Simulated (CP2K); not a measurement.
The system is PbS (Galena).

```xyz
2
Lattice="4.1942 0.0000 0.0000 2.0971 3.6323 0.0000 2.0971 1.2108 3.4246" Properties=species:S:1:pos:R:3 pbc="T T T"
Pb    0.0000    0.0000    0.0000
S     4.1942    2.4215    1.7123
```

Program: CP2K 2026.2. Alike in all runs: task band structure; no spin polarisation; cell as given; k mesh 8 × 8 × 8.

Question: Order these runs on this cell by their pressure, lowest first.
A. level PBE; potentials or basis POTENTIAL_UZH Pb GTH-PBE-q4, S GTH-PBE-q6; TZVP-MOLOPT-PBE-GTH basis; smearing fermi-dirac 0.05 eV; NGRIDS 4; points a segment of the path (NPOINTS) 8; bands added on the path 6; CUTOFF of the grids 675 Ry
B. level LDA; potentials or basis GTH_POTENTIALS Pb GTH-PADE-q4, S GTH-PADE-q6; TZVP-MOLOPT-PBE-GTH basis; smearing fermi-dirac 0.05 eV; NGRIDS 5; points a segment of the path (NPOINTS) 10; bands added on the path 4; CUTOFF of the grids 450 Ry
C. level r2SCAN; potentials or basis POTENTIAL_UZH Pb GTH-SCAN-q4, S GTH-SCAN-q6; TZVP-MOLOPT-SCAN-GTH basis; smearing fermi-dirac 0.01 eV; NGRIDS 4; points a segment of the path (NPOINTS) 10; bands added on the path 2; CUTOFF of the grids 675 Ry

Answer: B (-3.5 GPa), C (0.1 GPa), A (2.9 GPa).

Caveats: the basis of atomic orbitals isn't converged, which shifts pressures, moduli and gaps.

Not every run made on this cell is shown here.
